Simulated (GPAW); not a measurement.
Write an ASE script for GPAW 26.7.0 that does the following.

- Task: single point
- Functional: PBE0
- Potentials or basis: GPAW PAW data sets (gpaw-data 1.2.1)
- Cutoff: 600 eV
- Basis: pw
- k mesh: 6 × 6 × 6
- Occupations: fermi-dirac, width 0.05 eV
- Spin: no spin polarisation
- Maxiter: 60
- Ranks: 8

Crystal: SrO.

```
Sr O
1.0
     0.00000    2.56630    2.56630
     2.56630    0.00000    2.56630
     2.56630    2.56630    0.00000
Sr O
1 1
Direct
  0.50000 0.50000 0.50000
  0.00000 0.00000 0.00000
```

These files were run (other wordings do the same):

run.py

```python
from ase import Atoms
from ase.dft.bandgap import bandgap
from ase.io import write
from ase.parallel import parprint
from gpaw import GPAW, PW

atoms = Atoms(['Sr', 'O'],
              cell=[[0.0, 2.5663, 2.5663],
                    [2.5663, 0.0, 2.5663],
                    [2.5663, 2.5663, 0.0]],
              scaled_positions=[[0.5, 0.5, 0.5],
                                [0.0, 0.0, 0.0]],
              pbc=True)

calc = GPAW(mode=PW(600),
            xc='PBE0',
            kpts={'size': (6, 6, 6), 'gamma': True},
            occupations={'name': 'fermi-dirac', 'width': 0.05},
            nbands=13,
            convergence={'density': 1e-05, 'energy': 1e-05},
            maxiter=60,
            txt='gpaw.txt')
atoms.calc = calc
energy = atoms.get_potential_energy()
forces = atoms.get_forces()
calc.write('gs.gpw')
write('result.traj', atoms)
parprint(f'Energy: {energy:.6f} eV')
parprint('Forces (eV/A):')
parprint(forces.round(4))
parprint('Fermi level:', round(calc.get_fermi_level(), 4), 'eV')
parprint(f'Gap: {bandgap(calc)[0]:.4f} eV, direct: {bandgap(calc, direct=True)[0]:.4f} eV')
```

Potentials or basis: GPAW PAW data sets (gpaw-data 1.2.1), pw.

The run is started by

```sh
$ OMP_NUM_THREADS=1 mpirun -n 8 gpaw python run.py
```

It gave:

```yaml
Band_gap_on_the_k_mesh: 5.59 eV, indirect (least direct gap 5.68 eV)
```

Caveat: the PAW data sets were made with another functional, which shifts forces and pressure a little.

Run time: 36 min on 8 MPI ranks on Intel(R) Xeon(R) Platinum 8488C (Sapphire Rapids) (shared host), peak memory 0.23 GiB a rank.
